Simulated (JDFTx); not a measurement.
## SnO in JDFTx: convergence with energy threshold

Input of the first run (energy threshold 0.001 Ha); the others differ in this setting and in those tied to it:

Contents of SnO.in:

```
lattice \
    7.2068394886     0.0000000000     0.0000000000 \
    0.0000000000     7.2068394886     0.0000000000 \
    0.0000000000     0.0000000000     9.2349277318
coords-type Cartesian
ion Sn     3.6034197443     0.0000000000     7.0612671447 1
ion Sn     0.0000000000     3.6034197443     2.1736605871 1
ion O      0.0000000000     0.0000000000     0.0000000000 1
ion O      3.6034197443     3.6034197443     0.0000000000 1

ion-species pseudo/Sn.upf
ion-species pseudo/O.upf
elec-cutoff 46 368
elec-ex-corr gga-PBE
kpoint-folding 5 5 4
elec-smearing Fermi 0.0018374661
elec-n-bands 27
electronic-SCF nIterations 100 energyDiffThreshold 0.001
electronic-minimize nIterations 30 energyDiffThreshold 1e-7
forces-output-coords Cartesian

dump-name run.$VAR
dump End Ecomponents EigStats BandEigs Kpoints Forces Stress
```

Potentials or basis: Ansatz-NC-SR-PBE with smoothed tails.

Run with:

```console
$ jdftx -c 1 -i SnO.in -o SnO.out
```

The cell is a database's computed one.

Hardware: 1 thread of Arm Neoverse V1, with other jobs on the host.

Problem. The values tried are 0.001 Ha, 0.0001 Ha, 1e-05 Ha, 1e-06 Ha, 1e-07 Ha, 1e-08 Ha, 1e-10 Ha, loosest first. From which on does the pressure stay within 0.1 GPa of the tightest run that finished?

Solution. From 1e-05 Ha on.

| energy threshold | energy less the tightest run, at zero smearing (meV/atom) | pressure (GPa) | largest force (eV/Å) | gap on the mesh (eV) | SCF cycles | CPU time (s) | peak memory (GiB) |
| --- | --- | --- | --- | --- | --- | --- | --- |
| 0.001 Ha | 1.15 | 4.71 | 0.289 | 0.541 | 6 | 110 | 0.32 |
| 0.0001 Ha | 0.40 | 3.78 | 0.130 | 0.551 | 8 | 130 | 0.32 |
| 1e-05 Ha | 0.05 | 3.64 | 0.392 | 0.559 | 13 | 180 | 0.32 |
| 1e-06 Ha | 0.01 | 3.67 | 0.370 | 0.562 | 18 | 230 | 0.33 |
| 1e-07 Ha | 0.00 | 3.64 | 0.365 | 0.563 | 24 | 270 | 0.32 |
| 1e-08 Ha | 0.00 | 3.63 | 0.365 | 0.563 | 32 | 340 | 0.32 |
| 1e-10 Ha | 0.00 | 3.63 | 0.365 | 0.563 | 47 | 450 | 0.33 |

Against the tightest run, the energy stays within 1 meV/atom from 0.0001 Ha on; the largest force stays within 0.005 eV/Å from 1e-06 Ha on; the gap on the mesh stays within 0.01 eV from 1e-05 Ha on. The tightest run that finished is the yardstick and may itself not be fully converged.

Caveat, for the tightest run too: the k mesh is coarse; spin-orbit coupling is left out, which moves the levels of the heavy elements; an odd mesh through Γ misses points on the zone boundary, where band edges often lie.
